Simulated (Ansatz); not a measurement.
## Y2NF2 MXene monolayer in a perpendicular field

Aim: how the Y2NF2 MXene monolayer screens a field along its normal, and what the field does to its bands. A positive field points along +c.

Main program and level: Ansatz 0.2.0; plane-wave DFT, PBE-D3(BJ), Ansatz PAW (set soft_1); PAW set soft_1.

## 1. Starting point

The cell holds 5 atoms: 2 F, 2 Y and 1 N. Its edges and angles: a = 3.406 Å, b = 3.406 Å, c = 40.995 Å, α = 90.0°, β = 90.0°, γ = 120.0°. Vacuum lies along c.

## 2. Relaxing the slab

The starting cell is a guess, so the in-plane lattice and the atoms are relaxed first, with the slab cut off from its images along the normal.

input.yaml

```yaml
crystal:
  lattice:
    - [3.40626, 0.0, 0.0]
    - [-1.70313, 2.9499076919, 0.0]
    - [0.0, 0.0, 40.9953007083]
  atoms:
    - { symbol: F, position: [0.3333333333, 0.6666666667, 0.4390747156] }
    - { symbol: "Y", position: [0.6666666667, 0.3333333333, 0.4672152802], spin: 1.0 }
    - { symbol: "N", position: [0.0, 0.0, 0.5] }
    - { symbol: "Y", position: [0.3333333333, 0.6666666667, 0.5327847198], spin: 1.0 }
    - { symbol: F, position: [0.6666666667, 0.3333333333, 0.5609252844] }
  periodic: [true, true, false]
magnetization:
  spin_polarized: true
kpoints:
  mp_grid: { grid: [12, 12, 1] }
hamiltonian:
  xc: pbe
  dispersion: d3bj
  pseudopotentials: { kind: paw, azcp: { folder: soft_1 } }
scf:
  occupations: { method: fermi_dirac, width: 0.05 }
  convergence: { dr2_threshold: 1.0e-09 }
relax:
  f_tol: 0.004
  max_steps: 90
  cell: {}
output:
  write_potential: true
  write_density: true
  volumetric_format: npy
```

On the command line:

```bash
> ansatz run input.yaml --threads 2 --pin off --max-ram 3072MiB --backend cpu --events-out ev --progress --plain --runs-dir out
```

Numbers of over 12 decimals in the logs are rounded to 6 here.

What it wrote:

```text
Warning: relax.cell: scf.convergence.dr2_threshold = 1e-9 eV is looser than the 2.22361525922e-10 eV advised for a relaxation that steers and ends on the stress (1e-10 eV for each atom of the cell: 5, times the square of relax.cell.stress_2d_tol = 0.05 N/m over 15.0 Å (the atoms' height at the walk's start and 5 Å past either face), 3.334e-2 GPa, over a crystal's default 0.05). What an SCF threshold leaves in a stress goes as its square root, and in the free energy as the threshold itself, and one threshold admits the most on a small cell: [figures from the program's tests cut] Set scf.convergence.dr2_threshold to 2.22361525922e-10 eV or tighter. [rest of the remark cut]
Engine: ansatz 0.2.0, aarch64-unknown-linux-gnu
Pseudopotentials: kind: paw
Pseudopotential: F, paw, valence charge 7, recommended cutoff 420 eV (normal), soft_1/F.paw.azcp
Pseudopotential: Y, paw, valence charge 11, recommended cutoff 420 eV (normal), soft_1/Y.paw.azcp
Pseudopotential: N, paw, valence charge 5, recommended cutoff 420 eV (normal), soft_1/N.paw.azcp
Functional definition: PBE
  parameter kappa = 0.804
  parameter beta = 0.066725
  exchange = pbe_x(kappa = kappa, mu = beta*pi^2/3)
  correlation = pbe_c(beta = beta)
Crystal: 5 atoms, lattice volume = 411.927 Å³
Basis set: ecut = 420 eV, 8057 PW (Γ), exchange–correlation on 48×48×576 points (8 copies of the dense FFT grid, shifted against one another)
Bands: 27, of which v1, the nominal top of the filled ones, is band 21 counted from 1 (20 counted from 0)
Symmetry: 12 space group operations
Space group: P-3m1 (ITA 164), of the structure as read, at distance tolerance 7.4e-5 Å
Magnetic group: BNS 164.85 (UNI 1315), of the structure as read, at distance tolerance 7.4e-5 Å
k-points: 19 of 144
Non-local potential: F, projectors of the file, l = 0: 2, l = 1: 2, l = 2: 1
Non-local potential: Y, projectors of the file, l = 0: 3, l = 1: 2, l = 2: 2, l = 3: 1
Non-local potential: N, projectors of the file, l = 0: 2, l = 1: 2, l = 2: 1
PAW form: soft (Blöchl's): semilocal exchange-correlation on the pseudo side does not see the compensation charge
PAW one-centre angular grid: F, 110 points (default); XC on 64 Gauss nodes
PAW one-centre angular grid: Y, 590 points (default); XC on 64 Gauss nodes
PAW one-centre angular grid: N, 110 points (default); XC on 64 Gauss nodes
Initial density: superposition of atomic densities (neutral atoms: chi_scale 0, normalization atom)
Starting moments: Σ|m| = 2 μB on 2 of 5 sites
Initial wavefunctions: pseudopotential atomic-orbital guess
Functional: x = pbe(κ = 0.804, μ = 0.219515), c = pbe(β = 0.066725)
SCF iter   1: F=—  HF=-9711.891219 eV  |F-HF|=—  |Δ(HF+E_count)|=         —  Δρ=2.79e-2 (↑2.73e-2 ↓2.79e-2)  dr2=1.84e1  dr2_m=1.38e-1  M=0.466 μB ∫|m|=0.580 μB  β_m=0.30  ethr=3.10e-3  ⟨swp⟩=13.7  Hψ=7530  notcnv=0
Mixer restart at iter 1: flushing history
preconditioner: auto → Resta (q_TF=auto, 1.857 Å⁻¹)  ε∞=1.5  [insulator: Δε(μ)=0.189 eV  Ē_g=11.526 eV  σ=0.050 eV  W_gap=0.74  n_scr=24 (ndim 8)  ℏωp=8.4 eV  f_vac=0.790  D(μ)=0.84/eV (n_scr^D=6)  ε∞_Penn≈1.5  vacuum switching on, ρ_ref=9.6e-3 e/Å³]
spin=Collinear: Resta preconditioning applied to the charge; magnetization (m = ρ↑ − ρ↓) channel mixes plain (no charge-response kernel on spin).
SCF iter   2: F=—  HF=-9707.232387 eV  |F-HF|=—  |Δ(HF+E_count)|=    4.66e0  Δρ=8.97e-3 (↑8.96e-3 ↓8.97e-3)  dr2=1.24e0  dr2_m=7.17e-2  M=0.404 μB ∫|m|=0.531 μB  β_m=0.33  ethr=3.10e-3  ⟨swp⟩=5.2  Hψ=3040  notcnv=0  defer=42
SCF iter   3: F=—  HF=-9707.127752 eV  |F-HF|=—  |Δ(HF+E_count)|=   1.05e-1  Δρ=6.01e-3 (↑5.91e-3 ↓6.01e-3)  dr2=3.33e-1  dr2_m=3.52e-2  M=0.316 μB ∫|m|=0.431 μB  β_m=0.49  ethr=3.03e-3  ⟨swp⟩=4.0  Hψ=2154  notcnv=0  defer=43
SCF iter   4: F=—  HF=-9707.243405 eV  |F-HF|=—  |Δ(HF+E_count)|=   1.16e-1  Δρ=2.63e-3 (↑2.63e-3 ↓2.55e-3)  dr2=7.68e-2  dr2_m=7.29e-3  M=0.149 μB ∫|m|=0.236 μB  β_m=0.46  ethr=8.13e-4  ⟨swp⟩=5.7  Hψ=2636  notcnv=0  defer=54
SCF iter   5: F=—  HF=-9707.268548 eV  |F-HF|=—  |Δ(HF+E_count)|=         —  Δρ=1.09e-3 (↑1.09e-3 ↓9.86e-4)  dr2=2.70e-3  dr2_m=3.22e-3  M=0.051 μB ∫|m|=0.116 μB  β_m=0.46  ethr=1.87e-4  ⟨swp⟩=4.5  Hψ=2360  notcnv=0  defer=49
SCF iter   6: F=—  HF=-9707.272481 eV  |F-HF|=—  |Δ(HF+E_count)|=   3.93e-3  Δρ=6.40e-4 (↑6.18e-4 ↓6.40e-4)  dr2=4.99e-4  dr2_m=1.24e-3  M=0.034 μB ∫|m|=0.077 μB  β_m=0.73  ethr=6.59e-6  ⟨swp⟩=3.8  Hψ=2648  notcnv=0  defer=45
SCF iter   7: F=—  HF=-9707.275295 eV  |F-HF|=—  |Δ(HF+E_count)|=   2.81e-3  Δρ=2.11e-4 (↑2.11e-4 ↓1.64e-4)  dr2=1.07e-4  dr2_m=1.01e-4  M=0.008 μB ∫|m|=0.020 μB  β_m=0.81  ethr=1.22e-6  ⟨swp⟩=3.8  Hψ=2525  notcnv=0  defer=44
SCF iter   8: F=—  HF=-9707.275456 eV  |F-HF|=—  |Δ(HF+E_count)|=   1.60e-4  Δρ=8.40e-5 (↑6.62e-5 ↓8.40e-5)  dr2=2.60e-5  dr2_m=1.83e-5  M=0.003 μB ∫|m|=0.008 μB  β_m=0.83  ethr=2.62e-7  ⟨swp⟩=3.4  Hψ=2398  notcnv=0  defer=40
SCF iter   9: F=—  HF=-9707.275475 eV  |F-HF|=—  |Δ(HF+E_count)|=   1.97e-5  Δρ=1.84e-5 (↑1.30e-5 ↓1.84e-5)  dr2=3.25e-6  dr2_m=6.54e-7  M=-0.000 μB ∫|m|=0.001 μB  β_m=0.85  ethr=6.34e-8  ⟨swp⟩=3.3  Hψ=2141  notcnv=0  defer=39
SCF iter  10: F=—  HF=-9707.275475 eV  |F-HF|=—  |Δ(HF+E_count)|=   3.62e-7  Δρ=3.47e-6 (↑3.47e-6 ↓2.79e-6)  dr2=6.27e-8  dr2_m=2.86e-8  M=-0.000 μB ∫|m|=0.000 μB  β_m=0.91  ethr=7.92e-9  ⟨swp⟩=3.7  Hψ=2226  notcnv=0  defer=39
SCF iter  11: F=—  HF=-9707.275475 eV  |F-HF|=—  |Δ(HF+E_count)|=   4.66e-8  Δρ=9.28e-7 (↑8.15e-7 ↓9.28e-7)  dr2=4.72e-9  dr2_m=1.60e-9  M=-0.000 μB ∫|m|=0.000 μB  β_m=0.89  ethr=1.53e-10  ⟨swp⟩=3.4  Hψ=2350  notcnv=0  defer=38
SCF iter  12: F=—  HF=-9707.275475 eV  |F-HF|=—  |Δ(HF+E_count)|=   2.88e-9  Δρ=3.20e-7 (↑3.20e-7 ↓2.77e-7)  dr2=1.06e-9  dr2_m=1.34e-10  M=-0.000 μB ∫|m|=0.000 μB  β_m=0.83  ethr=1.15e-11  ⟨swp⟩=3.3  Hψ=2124  notcnv=0  defer=38
SCF iter  13: F=-9707.275475 eV  HF=-9707.275475 eV  |F-HF|=1.58e-10  |Δ(HF+E_count)|=  2.38e-10  Δρ=1.43e-7 (↑9.08e-8 ↓1.43e-7)  dr2=1.24e-10  dr2_m=1.14e-11  M=-0.000 μB ∫|m|=0.000 μB  ethr=2.44e-12  ⟨swp⟩=7.9  Hψ=7434  notcnv=0
WARN: the starting moments were not kept: the SCF closed with an absolute magnetisation of 7.3e-6 μB, where they sum to 2 μB in size (2 sites). That is at most 0.1 of that sum. Measured as dr2_m measures the in/out step, that magnetisation stands 3.8e-12 eV from none, at or under the dr2_threshold of 1.0e-9 eV: it is no larger than a step whose dr2_m would equal this threshold. The system may hold no moment; this SCF [...]
SCF 1 converged in 13 iterations: F = -9707.275475 eV  dr2 = 1.24e-10
[...]
iter 1 solved again at ethr=6.82e-8 eV; its pass at ethr=3.10e-3 eV (dr2=2.80e-5 eV) is discarded
SCF iter   1: F=—  HF=-9707.406909 eV  |F-HF|=—  |Δ(HF+E_count)|=         —  Δρ=2.18e-6 (↑2.17e-6 ↓2.18e-6)  dr2=3.96e-9  dr2_m=4.20e-11  M=-0.000 μB ∫|m|=0.000 μB  β_m=0.65  ethr=6.82e-8  ⟨swp⟩=8.6  Hψ=12950  notcnv=0
eigensolver tolerance schedule: the retry pair's looser diagonalisation over-reported the residual by 7065.27 of it (diagonalisation noise at 0.18 of the residual, at the tolerance the schedule requests for it); recorded, not acted on — ethr = c·dr2/N_el stays at c = 1.0e-1
preconditioner: auto → Resta (q_TF=auto, 1.851 Å⁻¹)  ε∞=1.5  [insulator: Δε(μ)=0.252 eV  Ē_g=15.487 eV  σ=0.050 eV  W_gap=0.80  n_scr=24 (ndim 8)  ℏωp=10.4 eV  f_vac=0.808  D(μ)=0.92/eV (n_scr^D=8)  ε∞_Penn≈1.5  vacuum switching on, ρ_ref=1.7e-2 e/Å³]
spin=Collinear: Resta preconditioning applied to the charge; magnetization (m = ρ↑ − ρ↓) channel mixes plain (no charge-response kernel on spin).
SCF iter   2: F=—  HF=-9707.406943 eV  |F-HF|=—  |Δ(HF+E_count)|=   3.36e-5  Δρ=8.63e-7 (↑8.63e-7 ↓8.44e-7)  dr2=3.20e-9  dr2_m=1.61e-11  M=-0.000 μB ∫|m|=0.000 μB  β_m=0.43  ethr=9.65e-12  ⟨swp⟩=5.4  Hψ=3711  notcnv=0
SCF iter   3: F=—  HF=-9707.406945 eV  |F-HF|=—  |Δ(HF+E_count)|=   2.41e-6  Δρ=6.40e-7 (↑6.40e-7 ↓6.40e-7)  dr2=2.69e-10  dr2_m=1.25e-11  M=-0.000 μB ∫|m|=0.000 μB  β_m=0.50  ethr=7.82e-12  ⟨swp⟩=2.4  Hψ=1714  notcnv=0
iter 4 met the thresholds in force, and the SCF goes on: an eigenvalue changes by 5.20 meV, over its tolerance of 0.05 meV (output.eigenvalues, Limitations)
SCF iter   4: F=-9707.406955 eV  HF=-9707.406954 eV  |F-HF|=1.31e-6  |Δ(HF+E_count)|=   8.65e-6  Δρ=1.58e-7 (↑1.44e-7 ↓1.58e-7)  dr2=4.60e-11  dr2_m=3.38e-12  M=-0.000 μB ∫|m|=0.000 μB  β_m=0.48  ethr=1.00e-12  ⟨swp⟩=14.1  Hψ=8517  notcnv=0
iter 5 met the thresholds in force, and the SCF goes on: an eigenvalue changes by 3.22 meV, over its tolerance of 0.05 meV (output.eigenvalues, Limitations)
SCF iter   5: F=-9707.406955 eV  HF=-9707.406955 eV  |F-HF|=9.63e-8  |Δ(HF+E_count)|=   1.21e-6  Δρ=3.71e-8 (↑3.71e-8 ↓2.89e-8)  dr2=7.15e-12  dr2_m=1.57e-12  M=-0.000 μB ∫|m|=0.000 μB  β_m=1.00  ethr=1.00e-12  ⟨swp⟩=8.9  Hψ=6081  notcnv=0
Mixer restart at iter 5: flushing history
SCF iter   6: F=-9707.406955 eV  HF=-9707.406955 eV  |F-HF|=2.91e-11  |Δ(HF+E_count)|=   9.60e-8  Δρ=5.80e-8 (↑4.93e-8 ↓5.80e-8)  dr2=6.14e-11  dr2_m=3.06e-13  M=-0.000 μB ∫|m|=0.000 μB  ethr=1.00e-12  ⟨swp⟩=7.8  Hψ=5890  notcnv=0
the starting moments were not kept: the SCF closed with an absolute magnetisation of 1.2e-6 μB, where they sum to 2 μB in size (2 sites). That is at most 0.1 of that sum. Measured as dr2_m measures the in/out step, that magnetisation stands 2.0e-13 eV from none, at or under the dr2_threshold of 1.0e-9 eV: it is no larger than a step whose dr2_m would equal this threshold.
SCF 9 converged in 6 iterations: F = -9707.406955 eV  dr2 = 6.14e-11
relax step   9: F+E_penalty+E_count = -9707.40695509 eV  Δ(F+E_penalty+E_count) = -7.825e-5 eV  max|allowed force component| = 6.508e-5 eV/Å  Δτ_max = 0.0000 Å  P = +0.005 N/m  Ω = 420.571 Å³  fix = [c, alpha, beta]  reactions: c +0.000 N/m  stress off target by 4.67e-3 N/m on what of the cell is left free  SCF on the basis re-selected at this cell (its energy is not comparable with the rows above)  (6 SCF iters)
basis re-selected at this cell: Δ(F+E_penalty+E_count) = -7.825e-5 eV, ΔP = +0.001 N/m vs the last step (what re-selecting the basis moved, of the pressure what is left beyond the Pulay correction that the steps carried, after the strain that the cell walked since its last selection, with what the two solves' SCF thresholds leave and, on support functions, any second-order correction that the steps lacked; it is no m [...]
WARN: The output density's exchange-correlation potential varies sharply where the density is thin. Do not read a vacuum level from v_tot or v_xc, or from such a field of the output density. On a cell that repeats whose density bears no net charge and no dipole along the vacuum's axis use v_es (v_loc + v_h of the components); under efield.dipole_correction with no amplitude use v_es + v_field, which holds any externa [...]
SCF converged after 6 iterations
an eigenvalue changed by more than its tolerance at an iteration that met the thresholds in force, so the SCF went on 2 times, its first undamped step at iteration 5: the last check found none over its tolerance
Magnetization: -0.0000 μB (20.5000 up, 20.5000 down)
Absolute magnetization: 0.0000 μB (∫|ρ↑−ρ↓|, with the PAW one-centre terms)
Spin contamination: 0.0000 ħ² per cell (⟨S²⟩ above its minimum at these occupations)
Per-site moments (μB) at R_I (Å): [(-5.217802184266036e-9, 0.969644), (-1.112237561167871e-7, 0.969644), (3.328477106544183e-7, 0.986463), (-1.1122375611276211e-7, 0.969644), (-5.217802177370705e-9, 0.969644)]
Free energy (F): -9707.406955 eV
Harris-Foulkes:  -9707.406955 eV  (|F-HF|=2.91e-11)
Internal energy: -9707.398491 eV  (E = F + TS)
E sigma→0 (E₀):  -9707.402723 eV
Entropy (-TS):   -0.008464 eV (-1.693 meV/atom)
Fermi energy:    -3.216200 eV
--- Per-component energies (eV) ---
  E_band       = -824.414210
  E_kinetic    = 1162.484631
  E_local      = -122581.498958  (includes V_loc(G=0)·N_el)
  E_nonlocal   = 261.136476
  E_hartree    = 60632.345727
  E_xc         = -575.828314
  E_vxc        = -690.599783  (∫ρ·V_xc dr)
  E_paw        = -6168.228456  (= ΣΔE_a)
  E_vpaw       = -240.629823  (= ΣTr[D̂ρ^β])
  E_aug_tail   = 0.002324  (compensation charges beyond the density's cutoff)
  E_ewald      = 57563.003514
  E_disp       = -0.815436  (pairwise vdW)
  E_smearing   = -0.008464  (= −TS)
  E_closure    = 0.000000  (closes the sum)
  Σ components = -9707.406955   (vs F -9707.406955, Δ=0.00e0)
--- Forces (eV/Å), atoms counted from 1 ---
  atom   1  F     -0.00000000    -0.00000000     0.00006508
  atom   2  Y     -0.00000000     0.00000000     0.00003175
  atom   3  N      0.00000000    -0.00000000     0.00000000
  atom   4  Y     -0.00000000    -0.00000000    -0.00003175
  atom   5  F     -0.00000000     0.00000000    -0.00006508
  max |Σ_I F_I| component: 1.45e-17 eV/Å
--- 2D stress c σ (N/m, compression-positive) ---
        0.004667       0.000000      -0.000000
       -0.000000       0.004667      -0.000000
       -0.000000      -0.000000       0.000000
  P = ½ c Tr σ = 0.0047 N/m
--- Band table (eV; the first three rows and the last of 38) ---
  k-point 0 ↑: bands = [... 17 lower, -7.7024, -6.7797, -6.7797, -2.0440, -1.7818, -1.7818, -1.7725, -1.3789, ... 2 higher]
  k-point 1 ↑: bands = [... 17 lower, -7.6400, -6.9157, -6.7942, -2.1273, -1.8684, -1.7015, -1.6453, -1.2393, ... 2 higher]
  k-point 2 ↑: bands = [... 17 lower, -7.5037, -7.2006, -6.8240, -2.7244, -1.6939, -1.2763, -1.2512, -0.9947, ... 2 higher]
  k-point 18 ↓: bands = [... 17 lower, -7.5256, -7.5256, -7.1049, -1.8764, -1.4332, -1.4332, -0.3063, 0.7913, ... 2 higher]
  the weakly bound empty levels are not read free of the cell's end (no_gap_told)
--- Relaxed structure (7 steps of the walk, 7 accepted, 2 SCFs on fresh bases) ---
  F+E_penalty+E_count = -9707.40695509 eV   max|allowed force component| = 6.508e-5 eV/Å   (the final SCF, on the basis selected at the relaxed cell)
  cell:  # Å, volume = 420.5705 Å³
    - [3.441811, 0.0, 0]
    - [-1.720906, 2.980696, 0]
    - [0, 0, 40.9953007083]
  atoms:
    - { symbol: F, position: [0.333333, 0.666667, 0.436914] }
    - { symbol: Y, position: [0.666667, 0.333333, 0.467545] }
    - { symbol: N, position: [0, 0, 0.5] }
    - { symbol: Y, position: [0.333333, 0.666667, 0.532455] }
    - { symbol: F, position: [0.666667, 0.333333, 0.563086] }
```

It took 2.7 min on 2 threads of Arm Neoverse V1, shared host; peak memory 0.84 GiB; 5.3 min of CPU time.

Relaxation path:

```
step  energy less that of the first step (eV)  largest force component (eV/Å)  volume (Å³)
   1                                   0.0000                          1.0897       411.93
   2                                  -0.1058                          0.7462       418.67
   3                                  -0.1222                          0.2310       418.71
   4                                  -0.1261                          0.0764       422.94
   5                                  -0.1289                          0.0056       420.14
   6                                  -0.1289                          0.0002       420.28
  7*                                  -0.1315                          0.0003       420.28
   8                                  -0.1314                          0.0001       420.57
  9*                                  -0.1315                          0.0001       420.57
```

Relaxation steps marked * repeat the geometry before them on a plane-wave basis chosen anew for their cell, so energy and pressure can jump there.

Forces are held to the 12 operations that the run works with; a distortion that breaks them can't arise in this run.

```
cell as run  before  after  change
      a (Å)   3.406  3.442  +1.0 %
      b (Å)   3.406  3.442  +1.0 %
```

The atoms that moved most (Å, along periodic axes as changes of fractional coordinates times the final cell, across vacuum about the mean position):

```
atom     dx     dy      dz  length
  F5  0.000  0.000   0.089   0.089
  F1  0.000  0.000  -0.089   0.089
  Y2  0.000  0.000   0.014   0.014
  Y4  0.000  0.000  -0.014   0.014
```

Final coordinates:

```cif
data_structure
_symmetry_space_group_name_H-M 'P 1'
_symmetry_Int_Tables_number 1
_cell_length_a 3.4418
_cell_length_b 3.4418
_cell_length_c 40.9953
_cell_angle_alpha 90.000
_cell_angle_beta 90.000
_cell_angle_gamma 120.000
_cell_volume 420.57
loop_
_atom_site_label
_atom_site_type_symbol
_atom_site_fract_x
_atom_site_fract_y
_atom_site_fract_z
_atom_site_occupancy
F1 F 0.33333 0.66667 0.43691 1
Y2 Y 0.66667 0.33333 0.46755 1
N3 N 0.00000 0.00000 0.50000 1
Y4 Y 0.33333 0.66667 0.53245 1
F5 F 0.66667 0.33333 0.56309 1
```

This step gave:

| Property | Result |
| --- | --- |
| energy at zero smearing | -9707.4027 eV |

The lattice constant a goes from 3.406 to 3.442 Å.

(Part 1 of 2 ends here.)

[Logs are printed without paths, hosts, clocks, repeated set-up lines and the standing remarks that a program may print on its own settings, such as how far it seeks lower states.]

[Hosts, paths, dates, database ids (printed as entryN), source tags and the programs' standing remarks are cut or masked in the printed files.]

[Maps of the electrostatic potential energy from Ansatz leave out the sawtooth potential of an applied field or a dipole correction, so their vacuum need not be flat; planar profiles and work functions include it.]
